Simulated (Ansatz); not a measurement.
# Al3As: the cost of one run

Method: DFT r2SCAN, scalar-relativistic, plane waves, PAW, in Ansatz 0.2.0.

1 further run of the same task is left out (it didn't finish).

### Step 1. The structure to begin with

It takes space group Pm-3m (No. 221, cubic). Conventional cell: a = 4.366 Å, b = 4.366 Å, c = 4.366 Å, α = 90.00°, β = 90.00°, γ = 90.00°. Around Al (site symmetry 4/mmm) lie 2 As at 2.18 Å. As (site symmetry m-3m) has 6 Al at 2.18 Å as nearest neighbours.

Structure file:

```
Al As
1.0
     4.36644    0.00000    0.00000
     0.00000    4.36644    0.00000
     0.00000    0.00000    4.36644
Al As
3 1
Direct
  0.50000 0.00000 0.00000
  0.00000 0.50000 0.00000
  0.00000 0.00000 0.50000
  0.00000 0.00000 0.00000
```

(A quick probe on a coarse mesh, which set the mesh and smearing, is not shown.)

### Step 3. A loose first relaxation

input.yaml

```yaml
crystal:
  lattice:
    - [4.3664445064, 0.0, 0.0]
    - [0.0, 4.3664445064, 0.0]
    - [0.0, 0.0, 4.3664445064]
  atoms:
    - { symbol: Al, position: [0.5, 0.0, 0.0] }
    - { symbol: Al, position: [0.0, 0.5, 0.0] }
    - { symbol: Al, position: [0.0, 0.0, 0.5] }
    - { symbol: As, position: [0.0, 0.0, 0.0] }
basis:
  ecutwfc: 500
kpoints:
  mp_grid: { grid: [4, 4, 4] }
hamiltonian:
  xc: r2scan
scf:
  occupations: { method: gaussian, width: 0.1 }
  lower_state_search: "off"
output:
  forces: true
  stress: true
  eigenvalues: true
relax:
  adjacent_minimum: "off"
  f_tol: 0.04
  max_steps: 70
  cell: { stress_tol: 0.4 }
```

Launch:

```bash
$ ansatz run input.yaml --threads 1 --pin off --max-ram 2560MiB --backend cpu --events-out ev --progress --plain --runs-dir out
```

**Question.** How long does this run take on 1 thread of Intel Xeon Platinum 8488C (Sapphire Rapids), shared host, and how much memory does it need?

About 21 s, with a peak of 0.67 GiB.
